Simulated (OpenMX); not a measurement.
HgTe (Coloradoite), 2 atoms in the cell. Symmetry: F-43m, No. 216, cubic system. Conventional cell: a = 6.429 Å, b = 6.429 Å, c = 6.429 Å, α = 90.00°, β = 90.00°, γ = 90.00°. Hg (site symmetry -43m) is surrounded by 4 Te at 2.78 Å. Te (site symmetry -43m) is surrounded by 4 Hg at 2.78 Å. 

```yaml
Program: OpenMX 3.8.5
Task: band structure
Functional: PBE
Potentials_or_basis: OpenMX 2013 PBE set, Hg8.0-s3p2d2f1, Te7.0-s3p2d2f1, grid cutoff 500 Ry
k_mesh: 5 × 5 × 5
Occupations: fermi-dirac, width 0.05 eV
Spin: no spin polarisation
Mixing_scheme: rmm-diisk
SCF_threshold: 1e-08 Ha
Solver: band
Max_SCF_cycles: 100
```

Potentials or basis: OpenMX 2013 PBE set, Hg8.0-s3p2d2f1, Te7.0-s3p2d2f1, grid cutoff 500 Ry.

Command:

```console
$ openmx HgTe.dat -nt 1 > HgTe.std
```

Hardware: 1 thread of Arm Neoverse V2, with other jobs on the host.

Question: How long does it take, and how much memory?

Answer: Wall time 88 s on 1 thread of Arm Neoverse V2, on a shared host, peak memory 1.2 GiB. Counts: k points 63, basis 52, scf iterations 17.
